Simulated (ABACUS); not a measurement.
BeTe: equation of state with PBE

BeTe:

```xyz
2
Lattice="0.0000 2.7700 2.7700 2.7700 0.0000 2.7700 2.7700 2.7700 0.0000" Properties=species:S:1:pos:R:3 pbc="T T T"
Te    4.1550    4.1550    4.1550
Be    0.0000    0.0000    0.0000
```

| Quantity | Value |
| --- | --- |
| Program | ABACUS 3.10.1 |
| Task | equation of state |
| Functional | PBE |
| Potentials or basis | SPMS ONCV 1.0 PBE |
| Cutoff | 1361 eV |
| Density cutoff | 5442 eV |
| Basis | DZP LCAO (the cutoffs set its grid) |
| k mesh | 7 × 7 × 7 |
| Occupations | fermi-dirac, width 0.05 eV |
| Spin | no spin polarisation |
| Orbital files | Te Te_confined-atom_8au_2s2p2d.orb, Be Be_confined-atom_7au_3s1p.orb |
| Radial cutoff of the potentials (pseudo_rcut) | 10 bohr |
| SCF threshold on the density | 1e-07 |
| Max SCF steps | 100 |
| Eigensolver | genelpa |
| Mixing | broyden |
| Mixing share | 0.7 |
| Symmetry key | 1 |
| Bands | 14 |

```
Equilibrium volume : 23.23 Å³/atom (rough: see the caveat)
Bulk modulus       : 57 GPa (rough)
```

Energy against volume, from the lowest point:
| volume (Å³/atom) | energy (meV/atom) |
| --- | --- |
| 19.979 | 99.71 |
| 20.829 | 48.88 |
| 21.679 | 16.69 |
| 22.529 | 0.00 |

All runs of the series together: 9.4 s on 4 threads of Intel(R) Xeon(R) 6975P-C (Granite Rapids), on a shared host.

Caveat: the atomic orbitals were generated for these runs and aren't a published set; the minimum lies outside the volumes run; the basis of atomic orbitals isn't converged, which shifts pressures, moduli and gaps. Spin-orbit coupling is left out, which matters for the levels of Te.
